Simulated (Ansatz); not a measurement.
## Compressing CoSi₂: a fit and a missing row

CoSi₂, Fm-3m, a = 5.360 Å. Ansatz: PBE, PAW, 420 eV, Γ-centred 14×14×14 mesh on 3 atoms, Gaussian smearing 0.10 eV; no spin polarisation. Symmetry fixes shape and atoms, so the cell is only scaled; pressure is positive in compression.

```
V (Å³/atom) P (GPa)
     11.292        ?
     11.677    20.90
     12.062    12.76
     12.446     5.85
     12.831     0.00
     13.216    -4.95
     13.601    -9.12
     14.115   -13.54
```

Take V0 = 12.831 Å³/atom, fit the third-order Birch–Murnaghan form to the other rows, and predict the missing pressure.

With the Eulerian strain f = ½[(V0/V)^(2/3) − 1] and y = P/[3f(1 + 2f)^(5/2)], the form is the line y = B0 + 1.5 B0 (B0′ − 4) f. Rows (f, y): 0.03242, 183.7; 0.02103, 182.5; 0.01026, 180.6; -0.00976, 177.6; -0.01905, 175.9; -0.03080, 171.8. Means f = 0.0006833, y = 178.68; Σ(Δf)² = 0.003003, ΣΔfΔy = 0.5382; the slope is their ratio. y = 178.6 + 179.2 f GPa, so B0 = 178.6 GPa and B0′ = 4 + 2 × (179.2)/(3 × 178.6) = 4.67. At V = 11.292, f = 0.04446, y = 186.57 and P = 30.79 GPa. The run gave 30.51 GPa, so the fit is 0.28 GPa too high, a small miss on the scale of the series.